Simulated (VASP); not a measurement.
Crystal: Te.

```
Te
1.0
     4.45461    0.00000    0.00000
    -2.22731    3.85781    0.00000
     0.00000    0.00000    6.08133
Te
3
Direct
  0.27954 0.00000 0.33333
  0.00000 0.27954 0.66667
  0.72046 0.72046 0.00000
```

The cell isn't the ideal one: a relaxed cell with its volume scaled by 1.04.

```yaml
Program: VASP 6.6.1
Task: relaxation of shape and atoms at fixed volume
Functional: rev-vdW-DF2
Potentials_or_basis: VASP PAW PBE potentials, release 64 (Te)
Cutoff: 600 eV
k_mesh: 9 × 9 × 6
Occupations: gaussian, width 0.03 eV
Spin: no spin polarisation
```

At the start: pressure -1.8 GPa; volume 34.84 Å³/atom.

Question: Where does the relaxation end?

Answer: Over 6 steps the energy falls by 3.4 meV/atom; space group P3_121 (No. 152, to 0.05 Å).

Step by step:
```
step  energy change (eV)  largest force (eV/Å)  pressure (GPa)
   1              0.0000                0.1435           -1.77
   2             -0.0046                0.1149           -1.57
   3             -0.0099                0.0319           -1.03
   4             -0.0099                0.0236           -0.98
   5             -0.0101                0.0139           -0.96
   6             -0.0103                0.0026           -0.93
```

Final structure:
```cif
data_structure
_symmetry_space_group_name_H-M 'P 1'
_symmetry_Int_Tables_number 1
_cell_length_a 4.4871
_cell_length_b 4.4871
_cell_length_c 5.9936
_cell_angle_alpha 90.000
_cell_angle_beta 90.000
_cell_angle_gamma 120.000
_cell_volume 104.51
loop_
_atom_site_label
_atom_site_type_symbol
_atom_site_fract_x
_atom_site_fract_y
_atom_site_fract_z
_atom_site_occupancy
Te1 Te 0.27253 0.00000 0.33333 1
Te2 Te 0.00000 0.27253 0.66667 1
Te3 Te 0.72747 0.72747 0.00000 1
```

Caveat: the PAW data sets were made with another functional, which shifts forces and pressure a little.
